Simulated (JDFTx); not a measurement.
The system is Al.

```xyz
1
Lattice="0.0000 2.0248 2.0248 2.0248 0.0000 2.0248 2.0248 2.0248 0.0000" Properties=species:S:1:pos:R:3 pbc="T T T"
Al    0.0000    0.0000    0.0000
```

| Property | Result |
| --- | --- |
| Program | JDFTx 1.7.0 (patched build) |
| Task | relaxation of cell and atoms |
| Functional | PBEsol |
| Potentials or basis | PseudoDojo-SR-PBEsol-0.4.1-standard |
| Cutoff | 544 eV |
| Density cutoff | 2177 eV |
| k mesh | 11 × 11 × 11 |
| Occupations | fermi-dirac, width 0.05 eV |
| Spin | no spin polarisation |

At the start: pressure -2.1 GPa; volume 16.60 Å³/atom.

Where does the relaxation end?

Over 5 steps the energy falls by 2.8 meV/atom and the volume is 16.18 Å³/atom (-2.6 %); space group Fm-3m (No. 225, to 0.05 Å).

Step by step:
```
step  energy change (eV)  largest force (eV/Å)  pressure (GPa)  volume (Å³)
   1              0.0000                0.0000           -2.06        16.60
   2             -0.0006                0.0000           -1.83        16.55
   3             -0.0028                0.0000           -0.01        16.18
   4             -0.0028                0.0000            0.00        16.18
   5             -0.0028                0.0000            0.00        16.18
```

Final structure:
```yaml
crystal:
  lattice:
    - [0.00000, 2.00743, 2.00743]
    - [2.00743, 0.00000, 2.00743]
    - [2.00743, 2.00743, 0.00000]
  atoms:
    - { symbol: Al, position: [0.00000, 0.00000, 0.00000] }
```

The cell as given is a measured one (16.60 Å³/atom); PBEsol puts the equilibrium volume -2.6 % from it, thermal expansion not counted.
